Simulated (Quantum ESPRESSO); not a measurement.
## MnS (Browneite): parallel and opposed starts

Wanted: the moments of MnS (Browneite) and the energy of each order that was tried.

Program: Quantum ESPRESSO 7.5. Level of theory: PBE; plane waves with GBRV 1.5 PBE potentials, no spin-orbit coupling. Results are calculated unless marked as measured.

### Step 1. The starting structure

It takes space group F-43m (No. 216, cubic). Conventional cell: a = 5.600 Å, b = 5.600 Å, c = 5.600 Å, α = 90.00°, β = 90.00°, γ = 90.00°. Nearest to Mn lie 4 S at 2.42 Å. Nearest to S lie 4 Mn at 2.42 Å. Farther neighbours and most contacts between anions are not listed.

Coordinates:

```cif
data_structure
_symmetry_space_group_name_H-M 'P 1'
_symmetry_Int_Tables_number 1
_cell_length_a 3.9598
_cell_length_b 3.9598
_cell_length_c 3.9598
_cell_angle_alpha 60.000
_cell_angle_beta 60.000
_cell_angle_gamma 60.000
_cell_volume 43.90
loop_
_atom_site_label
_atom_site_type_symbol
_atom_site_fract_x
_atom_site_fract_y
_atom_site_fract_z
_atom_site_occupancy
Mn1 Mn 0.00000 0.00000 0.00000 1
S2 S 0.25000 0.25000 0.25000 1
```

The cell comes from the Crystallography Open Database.

### Step 2. Run 1 (ferro +)

The signs are those of the starting moments on the seeded atoms, the atoms that are given a moment.

ASE passes magmoms on as starting_magnetization. pw.x reads values of 1 or more as Bohr magnetons; where all are smaller, it reads them as fractions of the valence charge.

pw.py reads:

```python
from ase import Atoms
from ase.calculators.espresso import Espresso, EspressoProfile

atoms = Atoms(['Mn', 'S'],
    cell=[[0.0, 2.8, 2.8],
         [2.8, 0.0, 2.8],
         [2.8, 2.8, 0.0]],
    scaled_positions=[[0.0, 0.0, 0.0],
         [0.25, 0.25, 0.25]],
    pbc=True,
    magmoms=[4.5, 0.0])
input_data = {
    'control': {'calculation': 'scf', 'prefix': 'pwscf', 'outdir': './tmp', 'disk_io': 'nowf'},
    'system': {'ecutwfc': 40.0, 'ecutrho': 280.0, 'nbnd': 19, 'occupations': 'smearing', 'smearing': 'fd', 'degauss': 0.00734986, 'nspin': 2},
    'electrons': {'conv_thr': 4e-09, 'electron_maxstep': 150, 'mixing_beta': 0.3},
}
atoms.calc = Espresso(
    profile=EspressoProfile(command='mpirun -n 2 pw.x -nk 2', pseudo_dir='pseudo'),
    pseudopotentials={'Mn': 'mn_pbe_v1.5.uspp.F.UPF', 'S': 's_pbe_v1.4.uspp.F.UPF'},
    input_data=input_data,
    kpts=(6, 6, 6),
    koffset=(0, 0, 0))
atoms.get_potential_energy()
energy = atoms.calc.results['free_energy']
print(f'free energy: {energy:.6f} eV')
print('site moments (muB):', atoms.get_magnetic_moments().round(3))
```

espresso.pwi reads:

```
&CONTROL
   calculation      = 'scf'
   outdir           = './tmp'
   prefix           = 'pwscf'
   disk_io          = 'nowf'
   pseudo_dir       = 'pseudo'
/
&SYSTEM
   nbnd             = 19
   ecutwfc          = 40.0
   ecutrho          = 280.0
   occupations      = 'smearing'
   degauss          = 0.00734986
   smearing         = 'fd'
   nspin            = 2
   starting_magnetization(1) = 4.5
   starting_magnetization(2) = 0.0
   ntyp             = 2
   nat              = 2
   ibrav            = 0
/
&ELECTRONS
   electron_maxstep = 150
   conv_thr         = 4e-09
   mixing_beta      = 0.3
/
&IONS
/
&CELL
/
&FCP
/
&RISM
/
ATOMIC_SPECIES
Mn  54.938044 mn_pbe_v1.5.uspp.F.UPF
S  32.06 s_pbe_v1.4.uspp.F.UPF

K_POINTS automatic
6 6 6  0 0 0

CELL_PARAMETERS angstrom
0.00000000000000 2.80000000000000 2.80000000000000
2.80000000000000 0.00000000000000 2.80000000000000
2.80000000000000 2.80000000000000 0.00000000000000

ATOMIC_POSITIONS angstrom
Mn  0.0000000000 0.0000000000 0.0000000000  
S  1.4000000000 1.4000000000 1.4000000000
```

Command:

```console
$ OMP_NUM_THREADS=1 python3 pw.py > pw.log
```

What it wrote:

```text
free energy: -3202.520849 eV
site moments (muB): [4.136 0.112]

--- espresso.pwo ---
Program PWSCF v.7.5 starts

Warning: card &CELL ignored
Warning: card &FCP ignored
Warning: card &RISM ignored

     Message from routine setup:
     using ibrav=0 with symmetry is DISCOURAGED, use correct ibrav instead

     K-points division:     npool     =       2
     Subspace diagonalization in iterative solution of the eigenvalue problem:

     G-vector sticks info
     --------------------
     sticks:   dense  smooth     PW     G-vecs:    dense   smooth      PW
     Sum        1069     613    199                23409    10081    1807

     Using Slab Decomposition

     bravais-lattice index     =            0
     lattice parameter (alat)  =       7.4829  a.u.
     unit-cell volume          =     296.2789 (a.u.)^3
     number of atoms/cell      =            2
     number of atomic types    =            2
     number of electrons       =        21.00
     number of Kohn-Sham states=           19
     kinetic-energy cutoff     =      40.0000  Ry
     charge density cutoff     =     280.0000  Ry
     scf convergence threshold =      4.0E-09
     mixing beta               =       0.3000
     number of iterations used =            8  plain     mixing
     Exchange-correlation=  SLA  PW   PBX  PBC
                           (   1   4   3   4   0   0   0)

     celldm(1)=   7.482934  celldm(2)=   0.000000  celldm(3)=   0.000000
     celldm(4)=   0.000000  celldm(5)=   0.000000  celldm(6)=   0.000000

     crystal axes: (cart. coord. in units of alat)
               a(1) = (   0.000000   0.707107   0.707107 )
               a(2) = (   0.707107   0.000000   0.707107 )
               a(3) = (   0.707107   0.707107   0.000000 )

     reciprocal axes: (cart. coord. in units 2 pi/alat)
               b(1) = ( -0.707107  0.707107  0.707107 )
               b(2) = (  0.707107 -0.707107  0.707107 )
               b(3) = (  0.707107  0.707107 -0.707107 )

     PseudoPot. # 1 for Mn read from file:
     mn_pbe_v1.5.uspp.F.UPF
     Pseudo is Ultrasoft + core correction, Zval = 15.0
     Generated by new atomic code, or converted to UPF format
     Using radial grid of  859 points,  6 beta functions with:
                l(1) =   0
                l(2) =   0
                l(3) =   1
                l(4) =   1
                l(5) =   2
                l(6) =   2
     Q(r) pseudized with  8 coefficients,  rinner =    0.950   0.950   0.950
                                                       0.950   0.950

     PseudoPot. # 2 for S  read from file:
     s_pbe_v1.4.uspp.F.UPF
     Pseudo is Ultrasoft + core correction, Zval =  6.0
     Generated by new atomic code, or converted to UPF format
     Using radial grid of  907 points,  6 beta functions with:
                l(1) =   0
                l(2) =   0
                l(3) =   1
                l(4) =   1
                l(5) =   2
                l(6) =   2
     Q(r) pseudized with  8 coefficients,  rinner =    1.300   1.300   1.300
                                                       1.300   1.300

     atomic species   valence    mass     pseudopotential
     Mn               15.00    54.93804     Mn( 1.00)
     S                 6.00    32.06000     S ( 1.00)

     Starting magnetic structure
     atomic species   magnetization
     Mn              0.300
     S               0.000

     24 Sym. Ops. (no inversion) found

   Cartesian axes

     site n.     atom                  positions (alat units)
         1        Mn     tau(   1) = (   0.0000000   0.0000000   0.0000000  )
         2        S      tau(   2) = (   0.3535534   0.3535534   0.3535534  )

     number of k points=    16  Fermi-Dirac smearing, width (Ry)=  0.0073
                       cart. coord. in units 2pi/alat
        k(    1) = (   0.0000000   0.0000000   0.0000000), wk =   0.0046296
        k(    2) = (   0.1178511   0.1178511  -0.1178511), wk =   0.0370370
        k(    3) = (   0.2357023   0.2357023  -0.2357023), wk =   0.0370370
        k(    4) = (  -0.3535534  -0.3535534   0.3535534), wk =   0.0185185
        k(    5) = (   0.2357023   0.0000000  -0.0000000), wk =   0.0277778
        [... 11 further k-points ...]

     Dense  grid:    23409 G-vectors     FFT dimensions: (  40,  40,  40)

     Smooth grid:    10081 G-vectors     FFT dimensions: (  32,  32,  32)

     Check: negative core charge=   -0.000032
     Generating pointlists ...
     new r_m :   0.2526 (alat units)  1.8902 (a.u.) for type    1
     new r_m :   0.2526 (alat units)  1.8902 (a.u.) for type    2

     Initial potential from superposition of free atoms

     starting charge      20.4999, renormalised to      21.0000
     Starting wfcs are   17 randomized atomic wfcs +    2 random wfcs

     Self-consistent Calculation

     iteration #  1     ecut=    40.00 Ry     beta= 0.30
     Davidson diagonalization with overlap
     ethr =  1.00E-02,  avg # of iterations =  6.1

     total energy              =    -235.18705984 Ry
     estimated scf accuracy    <       0.74456234 Ry

     total magnetization       =     4.53 Bohr mag/cell
     absolute magnetization    =     4.53 Bohr mag/cell

     iteration #  2     ecut=    40.00 Ry     beta= 0.30
     Davidson diagonalization with overlap
     ethr =  3.55E-03,  avg # of iterations =  1.8

     total energy              =    -235.36657450 Ry
     estimated scf accuracy    <       0.05528935 Ry

     total magnetization       =     4.71 Bohr mag/cell
     absolute magnetization    =     4.71 Bohr mag/cell

     iteration #  3     ecut=    40.00 Ry     beta= 0.30
     Davidson diagonalization with overlap
     ethr =  2.63E-04,  avg # of iterations =  2.8

     negative rho (up, down):  0.000E+00 1.659E-04

     total energy              =    -235.37915734 Ry
     estimated scf accuracy    <       0.01017173 Ry

     total magnetization       =     4.80 Bohr mag/cell
     absolute magnetization    =     4.80 Bohr mag/cell

     [... further iterations left out ...]

     iteration #  7     ecut=    40.00 Ry     beta= 0.30
     Davidson diagonalization with overlap
     ethr =  4.62E-08,  avg # of iterations =  2.8

     negative rho (up, down):  0.000E+00 4.709E-04

     total energy              =    -235.38095870 Ry
     estimated scf accuracy    <       0.00000534 Ry

     total magnetization       =     4.86 Bohr mag/cell
     absolute magnetization    =     4.86 Bohr mag/cell

     iteration #  8     ecut=    40.00 Ry     beta= 0.30
     Davidson diagonalization with overlap
     ethr =  2.54E-08,  avg # of iterations =  2.0

     negative rho (up, down):  0.000E+00 4.711E-04

     total energy              =    -235.38096120 Ry
     estimated scf accuracy    <       0.00000019 Ry

     total magnetization       =     4.87 Bohr mag/cell
     absolute magnetization    =     4.87 Bohr mag/cell

     iteration #  9     ecut=    40.00 Ry     beta= 0.30
     Davidson diagonalization with overlap
     ethr =  9.00E-10,  avg # of iterations =  2.7

     negative rho (up, down):  0.000E+00 4.712E-04

     total energy              =    -235.38096140 Ry
     estimated scf accuracy    <       0.00000023 Ry

     total magnetization       =     4.87 Bohr mag/cell
     absolute magnetization    =     4.87 Bohr mag/cell

     iteration # 10     ecut=    40.00 Ry     beta= 0.30
     Davidson diagonalization with overlap
     ethr =  9.00E-10,  avg # of iterations =  2.0

     negative rho (up, down):  0.000E+00 4.711E-04

     Magnetic moment per site  (integrated on atomic sphere of radius R)
     atom   1 (R=0.253)  charge= 12.9428  magn=  4.1355
     atom   2 (R=0.253)  charge=  4.2147  magn=  0.1122

     End of self-consistent calculation

     [... lines left out ...]
     the Fermi energy is     7.4284 ev

!    total energy              =    -235.38096153 Ry
     estimated scf accuracy    <          2.9E-09 Ry
     smearing contrib. (-TS)   =      -0.00193877 Ry
     internal energy E=F+TS    =    -235.37902276 Ry

     The total energy is F=E-TS. E is the sum of the following terms:
     one-electron contribution =    -157.98839293 Ry
     hartree contribution      =      84.50259394 Ry
     xc contribution           =     -35.17441946 Ry
     ewald contribution        =    -126.71880431 Ry

     total magnetization       =     4.87 Bohr mag/cell
     absolute magnetization    =     4.87 Bohr mag/cell

     convergence has been achieved in  10 iterations

=------------------------------------------------------------------------------=
   JOB DONE.
=------------------------------------------------------------------------------=
```

Elapsed: 16 s, on 2 MPI ranks of Intel Xeon Platinum 8175M at 2.50GHz (Skylake/Cascade Lake), shared host; peak memory 0.3 GiB.

Spin moment in the atom's sphere by atom:

| atom | spin moment in the atom's sphere (μB) |
| --- | --- |
| Mn1 | 4.14 |
| S2 | 0.11 |

Numbers from this step:

* smearing term TS: 0.02638 eV
* magnetization: 4.867 μB
* absolute magnetization: 4.867 μB
* final state: ferromagnetic

### Step 3. Start 2: antiferro q=(0,1/2,1/2) +−

This order needs a doubled cell of 4 atoms. The wavevector q is in fractions of the reciprocal vectors of the crystal's primitive cell, as the cells of these inputs are built from it; moments change sign between cells as cos(2π q·R).

pw.py reads:

```python
from ase import Atoms
from ase.calculators.espresso import Espresso, EspressoProfile

atoms = Atoms(['Mn', 'Mn', 'S', 'S'],
    cell=[[0.0, 2.8, 2.8],
         [5.6, 0.0, 5.6],
         [5.6, 2.8, 2.8]],
    scaled_positions=[[0.0, 0.0, 0.0],
         [0.0, 0.5, 0.0],
         [0.25, 0.0, 0.25],
         [0.25, 0.5, 0.25]],
    pbc=True,
    magmoms=[4.5, -4.5, 0.0, 0.0])
input_data = {
    'control': {'calculation': 'scf', 'prefix': 'pwscf', 'outdir': './tmp', 'disk_io': 'nowf'},
    'system': {'ecutwfc': 40.0, 'ecutrho': 280.0, 'nbnd': 30, 'occupations': 'smearing', 'smearing': 'fd', 'degauss': 0.00734986, 'nspin': 2},
    'electrons': {'conv_thr': 8e-09, 'electron_maxstep': 150, 'mixing_beta': 0.3},
}
atoms.calc = Espresso(
    profile=EspressoProfile(command='mpirun -n 2 pw.x -nk 2', pseudo_dir='pseudo'),
    pseudopotentials={'Mn': 'mn_pbe_v1.5.uspp.F.UPF', 'S': 's_pbe_v1.4.uspp.F.UPF'},
    input_data=input_data,
    kpts=(6, 3, 6),
    koffset=(0, 0, 0))
atoms.get_potential_energy()
energy = atoms.calc.results['free_energy']
print(f'free energy: {energy:.6f} eV')
print('site moments (muB):', atoms.get_magnetic_moments().round(3))
```

espresso.pwi reads:

```
&CONTROL
   calculation      = 'scf'
   outdir           = './tmp'
   prefix           = 'pwscf'
   disk_io          = 'nowf'
   pseudo_dir       = 'pseudo'
/
&SYSTEM
   nbnd             = 30
   ecutwfc          = 40.0
   ecutrho          = 280.0
   occupations      = 'smearing'
   degauss          = 0.00734986
   smearing         = 'fd'
   nspin            = 2
   starting_magnetization(1) = 4.5
   starting_magnetization(2) = -4.5
   starting_magnetization(3) = 0.0
   ntyp             = 3
   nat              = 4
   ibrav            = 0
/
&ELECTRONS
   electron_maxstep = 150
   conv_thr         = 8e-09
   mixing_beta      = 0.3
/
&IONS
/
&CELL
/
&FCP
/
&RISM
/
ATOMIC_SPECIES
Mn  54.938044 mn_pbe_v1.5.uspp.F.UPF
Mn1 54.938044 mn_pbe_v1.5.uspp.F.UPF
S  32.06 s_pbe_v1.4.uspp.F.UPF

K_POINTS automatic
6 3 6  0 0 0

CELL_PARAMETERS angstrom
0.00000000000000 2.80000000000000 2.80000000000000
5.60000000000000 0.00000000000000 5.60000000000000
5.60000000000000 2.80000000000000 2.80000000000000

ATOMIC_POSITIONS angstrom
Mn  0.0000000000 0.0000000000 0.0000000000  
Mn1 2.8000000000 0.0000000000 2.8000000000  
S  1.4000000000 1.4000000000 1.4000000000  
S  4.2000000000 1.4000000000 4.2000000000
```

Command:

```console
$ OMP_NUM_THREADS=1 python3 pw.py > pw.log
```

What it wrote:

```text
[banner, memory and clock lines left out]
free energy: -6405.600318 eV
site moments (muB): [ 3.986 -3.986  0.     0.   ]

--- espresso.pwo ---
Program PWSCF v.7.5 starts

Warning: card &CELL ignored
Warning: card &FCP ignored
Warning: card &RISM ignored

     Message from routine setup:
     using ibrav=0 with symmetry is DISCOURAGED, use correct ibrav instead

     bravais-lattice index     =            0
     lattice parameter (alat)  =       7.4829  a.u.
     unit-cell volume          =     592.5578 (a.u.)^3
     number of atoms/cell      =            4
     number of atomic types    =            3
     number of electrons       =        42.00
     number of Kohn-Sham states=           30
     kinetic-energy cutoff     =      40.0000  Ry
     charge density cutoff     =     280.0000  Ry
     scf convergence threshold =      8.0E-09
     mixing beta               =       0.3000
     number of iterations used =            8  plain     mixing
     Exchange-correlation=  SLA  PW   PBX  PBC
                           (   1   4   3   4   0   0   0)

     celldm(1)=   7.482934  celldm(2)=   0.000000  celldm(3)=   0.000000
     celldm(4)=   0.000000  celldm(5)=   0.000000  celldm(6)=   0.000000

     crystal axes: (cart. coord. in units of alat)
               a(1) = (   0.000000   0.707107   0.707107 )
               a(2) = (   1.414214   0.000000   1.414214 )
               a(3) = (   1.414214   0.707107   0.707107 )

     reciprocal axes: (cart. coord. in units 2 pi/alat)
               b(1) = ( -0.707107  0.707107  0.707107 )
               b(2) = (  0.000000 -0.707107  0.707107 )
               b(3) = (  0.707107  0.707107 -0.707107 )

     PseudoPot. # 1 for Mn read from file:
     mn_pbe_v1.5.uspp.F.UPF
     Pseudo is Ultrasoft + core correction, Zval = 15.0

     PseudoPot. # 2 for Mn read from file:
     mn_pbe_v1.5.uspp.F.UPF
     Pseudo is Ultrasoft + core correction, Zval = 15.0

     PseudoPot. # 3 for S  read from file:
     s_pbe_v1.4.uspp.F.UPF
     Pseudo is Ultrasoft + core correction, Zval =  6.0

     atomic species   valence    mass     pseudopotential
     Mn               15.00    54.93804     Mn( 1.00)
     Mn1              15.00    54.93804     Mn( 1.00)
     S                 6.00    32.06000     S ( 1.00)

     Starting magnetic structure
     atomic species   magnetization
     Mn              0.300
     Mn1            -0.300
     S               0.000

      8 Sym. Ops. (no inversion) found

   Cartesian axes

     site n.     atom                  positions (alat units)
         1        Mn     tau(   1) = (   0.0000000   0.0000000   0.0000000  )
         2        Mn1    tau(   2) = (   0.7071068   0.0000000   0.7071068  )
         3        S      tau(   3) = (   0.3535534   0.3535534   0.3535534  )
         4        S      tau(   4) = (   1.0606602   0.3535534   1.0606602  )

     number of k points=    20  Fermi-Dirac smearing, width (Ry)=  0.0073
                       cart. coord. in units 2pi/alat
        k(    1) = (   0.0000000   0.0000000   0.0000000), wk =   0.0092593
        k(    2) = (   0.1178511   0.1178511  -0.1178511), wk =   0.0740741
        k(    3) = (   0.2357023   0.2357023  -0.2357023), wk =   0.0740741
        k(    4) = (  -0.3535534  -0.3535534   0.3535534), wk =   0.0185185
        k(    5) = (   0.0000000  -0.2357023   0.2357023), wk =   0.0370370
        [... 15 further k-points ...]

     Dense  grid:    46901 G-vectors     FFT dimensions: (  40,  80,  72)

     Smooth grid:    20215 G-vectors     FFT dimensions: (  32,  64,  54)

     Check: negative core charge=   -0.000033
     Generating pointlists ...
     new r_m :   0.2526 (alat units)  1.8902 (a.u.) for type    1
     new r_m :   0.2526 (alat units)  1.8902 (a.u.) for type    2
     new r_m :   0.2526 (alat units)  1.8902 (a.u.) for type    3

     Initial potential from superposition of free atoms

     starting charge      40.9998, renormalised to      42.0000
     Starting wfcs are   34 randomized atomic wfcs

     Self-consistent Calculation

     iteration #  1     ecut=    40.00 Ry     beta= 0.30
     Davidson diagonalization with overlap
     ethr =  1.00E-02,  avg # of iterations =  4.1

     total energy              =    -470.47174029 Ry
     estimated scf accuracy    <       1.34487532 Ry

     total magnetization       =     0.00 Bohr mag/cell
     absolute magnetization    =     8.75 Bohr mag/cell

     iteration #  2     ecut=    40.00 Ry     beta= 0.30
     Davidson diagonalization with overlap
     ethr =  3.20E-03,  avg # of iterations =  2.0

     total energy              =    -470.78274065 Ry
     estimated scf accuracy    <       0.06312109 Ry

     total magnetization       =     0.00 Bohr mag/cell
     absolute magnetization    =     8.80 Bohr mag/cell

     [... further iterations left out ...]

     iteration # 12     ecut=    40.00 Ry     beta= 0.30
     Davidson diagonalization with overlap
     ethr =  4.21E-10,  avg # of iterations =  2.9

     negative rho (up, down):  2.296E-04 2.296E-04

     total energy              =    -470.80298077 Ry
     estimated scf accuracy    <       0.00000004 Ry

     total magnetization       =     0.00 Bohr mag/cell
     absolute magnetization    =     9.01 Bohr mag/cell

     iteration # 13     ecut=    40.00 Ry     beta= 0.30
     Davidson diagonalization with overlap
     ethr =  9.61E-11,  avg # of iterations =  1.9

     negative rho (up, down):  2.296E-04 2.296E-04

     Magnetic moment per site  (integrated on atomic sphere of radius R)
     atom   1 (R=0.253)  charge= 12.9526  magn=  3.9856
     atom   2 (R=0.253)  charge= 12.9526  magn= -3.9856
     atom   3 (R=0.253)  charge=  4.2007  magn=  0.0000
     atom   4 (R=0.253)  charge=  4.2007  magn=  0.0000

     End of self-consistent calculation

     [... lines left out ...]
     the Fermi energy is     7.2550 ev

!    total energy              =    -470.80298078 Ry
     estimated scf accuracy    <          2.4E-09 Ry
     smearing contrib. (-TS)   =      -0.00003431 Ry
     internal energy E=F+TS    =    -470.80294648 Ry

     The total energy is F=E-TS. E is the sum of the following terms:
     one-electron contribution =    -316.13391121 Ry
     hartree contribution      =     169.04948497 Ry
     xc contribution           =     -70.28091161 Ry
     ewald contribution        =    -253.43760863 Ry

     total magnetization       =    -0.00 Bohr mag/cell
     absolute magnetization    =     9.01 Bohr mag/cell

     convergence has been achieved in  13 iterations
```

It took 1.8 min on 2 MPI ranks; peak memory 0.45 GiB; 3.6 min of CPU time.

Spin moment in the atom's sphere by atom:

| atom | spin moment in the atom's sphere (μB) |
| --- | --- |
| Mn1 | 3.99 |
| Mn2 | -3.99 |
| S3 | 0.00 |
| S4 | 0.00 |

Numbers from this step:

* smearing term TS: 4.67e-4 eV
* magnetization: 0 μB
* absolute magnetization: 9.012 μB
* final state: antiferromagnetic

(Continued in part 2 of 2.)

[Logs and program files are shortened in this print: banners, set-up blocks, solver, clock and traceback lines can be left out without a mark of their own.]

[Logs are printed without paths, hosts, clocks, repeated set-up lines and the standing remarks that a program may print on its own settings, such as how far it seeks lower states.]

[Hosts, paths, dates, database ids (printed as entryN), source tags and the programs' standing remarks are cut or masked in the printed files.]

[Where a cell is said to come from a database of computed structures, the database is the Materials Project.]
